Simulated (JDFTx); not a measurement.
Runs of JDFTx 1.7.0 (patched build) on Al. It takes space group Fm-3m (No. 225, cubic). Conventional cell: a = 4.050 Å, b = 4.050 Å, c = 4.050 Å, α = 90.00°, β = 90.00°, γ = 90.00°. Around Al (site symmetry m-3m) lie 12 Al at 2.86 Å. 

| task | level | potentials or basis | cell | k mesh | cutoff (eV) | further solve for the empty bands | mesh quality | gap on the mesh (eV) | pressure (GPa) | relaxed volume (Å³/atom) |
| --- | --- | --- | --- | --- | --- | --- | --- | --- | --- | --- |
| relaxation of cell and atoms | PBE | PseudoDojo-SR-PBE-0.5-stringent with smoothed tails | relaxed | 11 × 11 × 11 | 544 | no | not flagged | none | 0.0 | 16.46 |
| relaxation of cell and atoms | revPBE | SG15-PBE-1.2 with smoothed tails | relaxed | 7 × 7 × 7 | 1088 | no | coarse | none | 0.0 | (b) |
| relaxation of cell and atoms | PBE | Ansatz-NC-SR-PBE with smoothed tails | relaxed | 11 × 11 × 11 | 571 | no | not flagged | none | 0.0 | (a) |
| relaxation of cell and atoms | PBE | SG15-PBE-1.2 with smoothed tails | relaxed | 7 × 7 × 7 | 1088 | no | coarse | none | 0.0 | 16.43 |
| relaxation of cell and atoms | BLYP | SG15-PBE-1.2 with smoothed tails | relaxed | 7 × 7 × 7 | 1088 | no | coarse | none | 0.0 | 17.10 |
| relaxation of cell and atoms | RPBE | SG15-PBE-1.2 with smoothed tails | relaxed | 7 × 7 × 7 | 1088 | no | coarse | none | 0.0 | 16.92 |
| relaxation of cell and atoms | PBE | PseudoDojo-SR-PBE-0.5-standard with smoothed tails | relaxed | 11 × 11 × 11 | 544 | no | not flagged | none | 0.0 | 16.46 |

Alike in all rows: no spin polarisation; smearing fermi-dirac 0.05 eV.

Task: Estimate the missing entries.

Result: (a) 16.52; (b) 16.84.

Caveats: some runs use coarse meshes; the potentials were made for another functional, which shifts forces and pressure (some runs).

A gap of «none» marks a metal or a gap under the smearing width.

The runs don't all hold the same shells in valence.
